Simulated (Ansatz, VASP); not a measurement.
**Sn in VASP and in Ansatz**

```
Sn
1.0
    -1.89465    1.89465    1.87571
     1.89465   -1.89465    1.87571
     1.89465    1.89465   -1.87571
Sn
1
Direct
  0.00000 0.00000 0.00000
```

This isn't the form of Sn at room conditions, which is tetragonal (white tin).

Alike in both runs: task single point; functional PBEsol; k mesh 8 × 8 × 8; occupations fermi-dirac, width 0.05 eV; no spin polarisation.

|  | VASP | Ansatz |
| --- | --- | --- |
| version | VASP 6.6.1 | Ansatz 0.2.0 |
| potentials or method | VASP PAW PBE potentials, release 64 (Sn_d) | Ansatz PAW |
| plane-wave cutoff (eV) | 520 | 420 |
| valence electrons in the cell | 14 | 14 |

VASP gave:

* gap on the k mesh at the Fermi level (eV): none
* pressure (GPa): -1.3
* largest component of the traceless stress (GPa): 0.41

Q: Estimate Ansatz's values.

A: gap on the k mesh at the Fermi level (eV): none; pressure (GPa): -1.3; largest component of the traceless stress (GPa): 0.40.

A gap of «none» marks a metal or a gap that the smearing closes.

Caveats: the PAW data sets were made with another functional, which shifts forces and pressure a little (VASP); the PAW data sets come from PBE, with cores solved anew for the run's functional, which leaves a small shift of forces and pressure (Ansatz).
